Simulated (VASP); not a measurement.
A run of VASP 6.6.1 is set up as follows.

File INCAR:

```
SYSTEM = CdSe
ALGO = Normal
EDIFF = 1E-6
ENCUT = 520
GGA = PE
ISIF = 2
ISMEAR = 0
LASPH = .True.
LCHARG = .False.
LREAL = .False.
LWAVE = .False.
NBANDS = 16
NELM = 80
PREC = Accurate
SIGMA = 0.01
```

Contents of KPOINTS:

```
k-points
0
Gamma
  5 5 5
  0 0 0
```

The input POSCAR:

```
CdSe
1.0
    0.0000000000      2.8739580000      2.8739580000
    2.8739580000      0.0000000000      2.8739580000
    2.8739580000      2.8739580000      0.0000000000
Cd Se
1 1
Direct
    0.0000000000      0.0000000000      0.0000000000
    0.5000000000      0.5000000000      0.5000000000
```

Potentials or basis: VASP PAW PBE potentials, release 64 (Cd, Se).

Command:

```bash
$ cat potpaw_PBE.64/Cd/POTCAR potpaw_PBE.64/Se/POTCAR > POTCAR
$ mpirun -np 1 vasp_std > vasp.out
```

(1) Estimate the band gap on the k mesh.

(2) Estimate the pressure.

## Answers

(1) 0.04 eV, indirect (least direct gap 0.66 eV).

(2) 0.1 GPa.

Caveat: an odd mesh through Γ misses points on the zone boundary, where band edges often lie.
